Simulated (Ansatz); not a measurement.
# HfN: the cost of one run

Program: Ansatz 0.2.0. Level of theory: DFT PBE, scalar-relativistic, plane waves, PAW. These are calculated values, not measurements.

2 further runs of the same task are left out: 2 set aside as unsound or not needed.

**1. The structure to begin with**

The structure is cubic, space group Fm-3m (No. 225). The conventional cell has a = 4.548 Å, b = 4.548 Å, c = 4.548 Å, α = 90.00°, β = 90.00°, γ = 90.00°. Around Hf (site symmetry m-3m) lie 6 N at 2.27 Å. N (site symmetry m-3m) has 6 Hf at 2.27 Å in its first shell of neighbours.

Structure file:

```xyz
2
Lattice="0.0000 2.2739 2.2739 2.2739 0.0000 2.2739 2.2739 2.2739 0.0000" Properties=species:S:1:pos:R:3 pbc="T T T"
Hf    0.0000    0.0000    0.0000
N     2.2739    2.2739    2.2739
```

It is the result of an earlier relaxation at this level (volume 11.76 Å³/atom; gap on the mesh: none (metal)).

**2. Next: the [111] wire, 18 host atoms a period**

The wire is cut from the relaxed crystal, periodic along c with vacuum across. Atoms and period relax; energies count from the bulk, -8054.3446 eV an atom.

The cell holds 9 Hf, 9 N: a = 13.600 Å, b = 12.500 Å, c = 7.877 Å, α = 90.00°, β = 90.00°, γ = 90.00°.

**3. Relaxing it**

Pressure and volume refer to the whole cell with its vacuum; only the period along c may change.

Input file input.yaml:

```yaml
crystal:
  lattice:
    - [13.6, 0.0, 0.0]
    - [0.0, 12.5, 0.0]
    - [0.0, 0.0, 7.8770049045]
  atoms:
    - { symbol: Hf, position: [0.6023875659, 0.5, 0.0] }
    - { symbol: Hf, position: [0.3293540569, 0.5, 0.6666666667] }
    - { symbol: "N", position: [0.4658708114, 0.5, 0.8333333333] }
    - { symbol: Hf, position: [0.4658708114, 0.5, 0.3333333333] }
    - { symbol: "N", position: [0.3293540569, 0.5, 0.1666666667] }
    - { symbol: "N", position: [0.6023875659, 0.5, 0.5] }
    - { symbol: Hf, position: [0.3976124341, 0.3713690486, 1.0] }
    - { symbol: Hf, position: [0.6706459431, 0.3713690486, 0.3333333333] }
    - { symbol: Hf, position: [0.5341291886, 0.6286309514, 0.6666666667] }
    - { symbol: "N", position: [0.5341291886, 0.3713690486, 0.1666666667] }
    - { symbol: "N", position: [0.3976124341, 0.6286309514, 0.5] }
    - { symbol: "N", position: [0.6706459431, 0.6286309514, 0.8333333333] }
    - { symbol: Hf, position: [0.3976124341, 0.6286309514, 1.0] }
    - { symbol: Hf, position: [0.6706459431, 0.6286309514, 0.3333333333] }
    - { symbol: Hf, position: [0.5341291886, 0.3713690486, 0.6666666667] }
    - { symbol: "N", position: [0.5341291886, 0.6286309514, 0.1666666667] }
    - { symbol: "N", position: [0.3976124341, 0.3713690486, 0.5] }
    - { symbol: "N", position: [0.6706459431, 0.3713690486, 0.8333333333] }
basis:
  ecutwfc: 420
kpoints:
  mp_grid: { grid: [1, 1, 7] }
hamiltonian:
  xc: pbe
scf:
  occupations: { method: gaussian, width: 0.05 }
output:
  forces: true
  stress: true
  eigenvalues: true
  populations: true
  write_density: true
  write_potential: true
  elf: true
  volumetric_format: npy
relax:
  adjacent_minimum: "off"
  f_tol: 0.02
  max_steps: 45
  cell: { fix: [a, b, alpha, beta, gamma], stress_tol: 0.03 }
```

The run is started by

```
ansatz run input.yaml --threads 4 --pin off --max-ram 11264MiB --backend cpu --events-out ev --progress --plain --runs-dir out
```

**Question.** How long does this run take on 4 threads of Intel Xeon 6975P-C (Granite Rapids), shared host, and how much memory does it need?

About 10 min, with a peak of 4 GiB.
